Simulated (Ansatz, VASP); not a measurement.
**InP: VASP beside Ansatz**

```
CELL_PARAMETERS angstrom
0.00000 2.93050 2.93050
2.93050 0.00000 2.93050
2.93050 2.93050 0.00000
ATOMIC_POSITIONS crystal
In 0.00000 0.00000 0.00000
P 0.75000 0.75000 0.75000
```

Alike in both runs: task relaxation of cell and atoms; functional PBE; k mesh 8 × 8 × 8; occupations fermi-dirac, width 0.05 eV; no spin polarisation.

```csv
,VASP,Ansatz
version,VASP 6.6.1,Ansatz 0.2.0
potentials or method,"VASP PAW PBE potentials, release 64 (In_d_GW, P_GW)",Ansatz PAW
plane-wave cutoff (eV),680,420
valence electrons in the cell,18,18
```

Ansatz gave:

- gap on the k mesh at the Fermi level, each at its own relaxed structure (eV): 0.44
- relaxed volume (Å³/atom): 26.47
- relaxed cell length with the largest relative difference (Å): 4.214
- energy change over the relaxation (meV/atom): -13

What did VASP give for the same quantities?

gap on the k mesh at the Fermi level, each at its own relaxed structure (eV): 0.44; relaxed volume (Å³/atom): 26.42; relaxed cell length with the largest relative difference (Å): 4.212; energy change over the relaxation (meV/atom): -12.

Caveats: spin-orbit coupling is left out, which moves the levels of the heavy elements; the plane-wave basis is chosen anew once the cell has moved, so the energies of steps on either side of that aren't comparable (Ansatz). PBE gaps usually lie below the measured ones, often by a third to a half. PBE usually gives volumes a little too large and moduli too small.
